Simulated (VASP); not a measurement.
Crystal: Ti2C.

```
Ti C
1.0
     3.10137    0.00000    0.00000
     0.00000    3.10137    0.00000
     0.00000    0.00000    4.38600
Ti C
2 1
Direct
  0.00000 0.00000 0.00000
  0.50000 0.50000 0.50000
  0.00000 0.00000 0.50000
```

The cell was built by a generator and needn't be a form met in nature.

The cell isn't the ideal one: ordered vacancies on the anion sites of rock salt (P4/mmm, No. 123).

| Item | Value |
| --- | --- |
| Program | VASP 6.6.1 |
| Task | relaxation of cell and atoms |
| Functional | PBE |
| Potentials or basis | VASP PAW PBE potentials, release 64 (Ti_sv, C) |
| Cutoff | 600 eV |
| k mesh | 6 × 6 × 4 |
| Occupations | gaussian, width 0.1 eV |
| Spin | no spin polarisation |

At the start: pressure -11.4 GPa; volume 14.06 Å³/atom.

**Question.** Where does the relaxation end?

**Answer.** Over 6 steps the energy falls by 46.4 meV/atom and the volume is 13.06 Å³/atom (-7.1 %); space group P4/mmm (No. 123, to 0.05 Å).

The path:
```csv
step,energy change (eV),largest force (eV/Å),pressure (GPa),volume (Å³)
1,0.0000,0.0000,-11.42,42.19
2,0.0009,0.0000,16.20,36.34
3,-0.1342,0.0000,0.51,39.11
4,-0.1342,0.0000,0.74,39.05
5,-0.1391,0.0000,0.22,39.20
6,-0.1392,0.0000,0.24,39.18
```

Final structure:
```
Ti C
1.0
     3.05938    0.00000    0.00000
     0.00000    3.05938    0.00000
     0.00000    0.00000    4.18652
Ti C
2 1
Direct
  0.00000 0.00000 0.00000
  0.50000 0.50000 0.50000
  0.00000 0.00000 0.50000
```
